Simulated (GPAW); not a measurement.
Crystal: ZnS (Wurtzite-2H).

```
Zn S
1.0
     3.81100    0.00000    0.00000
    -1.90550    3.30042    0.00000
     0.00000    0.00000    6.23400
Zn S
2 2
Direct
  0.66667 0.33333 0.50000
  0.33333 0.66667 0.00000
  0.66667 0.33333 0.88500
  0.33333 0.66667 0.38500
```

* Program: GPAW 26.7.0
* Task: relaxation of cell and atoms
* Functional: BLYP
* Dispersion: D3
* Potentials or basis: PAW data sets generated in the run's folder for this functional
* Cutoff: 600 eV
* Basis: pw
* k mesh: 6 × 6 × 3
* Occupations: fermi-dirac, width 0.05 eV
* Spin: no spin polarisation

At the start: pressure 0.3 GPa; volume 19.60 Å³/atom.

How do energy, volume and symmetry change on relaxing?

Over 7 steps the energy falls by 6.1 meV/atom and the volume is 19.62 Å³/atom (+0.1 %); space group P6_3mc (No. 186, to 0.05 Å).

The path:
```tsv
step	energy change (eV)	largest force (eV/Å)	pressure (GPa)	volume (Å³)
1	0.0000	0.3353	0.33	78.41
2	-0.0064	0.2898	0.24	78.44
3	-0.0222	0.0328	-0.08	78.62
4	-0.0227	0.0193	-0.05	78.59
5	-0.0229	0.0208	-0.05	78.58
6	-0.0244	0.0252	0.01	78.50
7	-0.0245	0.0071	0.01	78.49
```

Final structure:
```xyz
4
Lattice="3.8047 0.0000 0.0000 -1.9023 3.2950 0.0000 0.0000 0.0000 6.2607" Properties=species:S:1:pos:R:3 pbc="T T T"
Zn    1.9023    1.0983    3.1670
Zn    0.0000    2.1966    0.0368
S     1.9023    1.0983    5.5043
S     0.0000    2.1966    2.3737
```

Caveat: later steps reuse the first step's grids.
